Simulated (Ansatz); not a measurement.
# N: single point with HSE06 form with a typed share of exact exchange

Crystal: N.

```
CELL_PARAMETERS angstrom
4.08406 0.00000 0.00000
0.00000 4.08406 0.00000
0.00000 0.00000 5.34591
ATOMIC_POSITIONS crystal
N 0.40428 0.59572 0.50000
N 0.09572 0.09572 0.00000
N 0.59572 0.40428 0.50000
N 0.90428 0.90428 0.00000
```

- Program: Ansatz 0.2.0
- Task: single point
- Functional: HSE06 form with a typed share of exact exchange
- Potentials or basis: Ansatz PAW
- Cutoff: 420 eV (not typed: the program's choice for these potentials)
- k mesh: 4 × 4 × 3
- Occupations: fermi-dirac, width 0.05 eV
- Spin: no spin polarisation

```json
{
 "Pressure": "-2.9 GPa",
 "Largest force": "2.601 eV/Å",
 "Band gap on the k mesh": "9.44 eV, indirect (least direct gap 9.65 eV)"
}
```

Forces on the atoms (eV/Å):
```
N    1.839 -1.839  0.000
N   -1.839 -1.839  0.000
N   -1.839  1.839  0.000
N    1.839  1.839  0.000
```

Stress tensor (GPa, compression positive):
```
-4.66  0.00  0.00
 0.00 -4.66  0.00
 0.00  0.00  0.48
```

Levels at points of the mesh, in eV from the valence-band top:
| k point | band 6 | band 7 | band 8 | band 9 | band 10 | band 11 | band 12 | band 13 | band 14 |
| --- | --- | --- | --- | --- | --- | --- | --- | --- | --- |
| (0.00, 0.00, 0.00) | -1.00 | -0.95 | -0.95 | -0.85 | -0.21 | 9.44 | 10.49 | 10.92 | 10.92 |
| (0.00, -0.50, 0.00) | -1.21 | -1.17 | -1.17 | -0.21 | -0.21 | 10.63 | 10.63 | 10.66 | 10.66 |
| (-0.50, -0.50, 0.00) | -1.35 | -1.12 | -1.12 | -0.03 | -0.03 | 10.37 | 10.37 | 11.58 | 11.58 |

Run time: 12 s on 2 threads of Intel(R) Xeon(R) 6975P-C (Granite Rapids) (shared host), peak memory 0.92 GiB.

Caveat: odd divisions of the mesh miss points on the zone boundary, where band edges often lie, so the gap on the mesh can be too wide; the pressure holds a Pulay correction of +0.3 GPa for the finite cutoff; the PAW data sets come from PBE, with cores solved anew for the run's functional, which leaves a small shift of forces and pressure; forces of over 1 eV/Å show positions far from the minimum, so gaps and moduli don't describe the material at rest; the thresholds are loose for stress. A k mesh can miss the band edges.
